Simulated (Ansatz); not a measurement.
## Structure types of Ir at zero pressure

Structure types of Ir are relaxed in primitive cells with their symmetry kept at 0 GPa, first on PAW files, then by LAPW. The enthalpy is E + pV at zero temperature, without zero-point motion. Only the types listed were tried, and differences under about 5 meV/atom are mesh noise.

All numbers are PBE results (scalar-relativistic) from Ansatz 0.2.0, with Fermi–Dirac smearing of 0.05 eV, no spin polarisation. Methods: LAPW: all electrons, basis error target 0.5 meV/atom; PAW: frozen-core files, cutoff 420 eV.

k meshes: fcc 18×18×18, bcc 19×19×19, hcp 17×17×9.

Spin–orbit coupling is left out, which matters for the heavy atoms.

Task: Order the types by LAPW enthalpy, lowest first.
A. fcc
B. bcc
C. hcp

Result: A (0 meV/atom), C (76 meV/atom), B (645 meV/atom).

```json
{"start type": "fcc", "ends as": "fcc, Fm-3m", "a, b, c (Å)": "3.871, 3.871, 3.871", "V (Å³/atom)": "14.50", "H − H(lowest), LAPW (meV/atom)": "0.0", "same, PAW": "0.0"}
{"start type": "bcc", "ends as": "bcc, Im-3m", "a, b, c (Å)": "3.110, 3.110, 3.110", "V (Å³/atom)": "15.04", "H − H(lowest), LAPW (meV/atom)": "644.9", "same, PAW": "645.0"}
{"start type": "hcp", "ends as": "hcp, P6_3/mmc", "a, b, c (Å)": "2.749, 2.749, 4.449", "V (Å³/atom)": "14.56", "H − H(lowest), LAPW (meV/atom)": "76.0", "same, PAW": "75.9"}
```
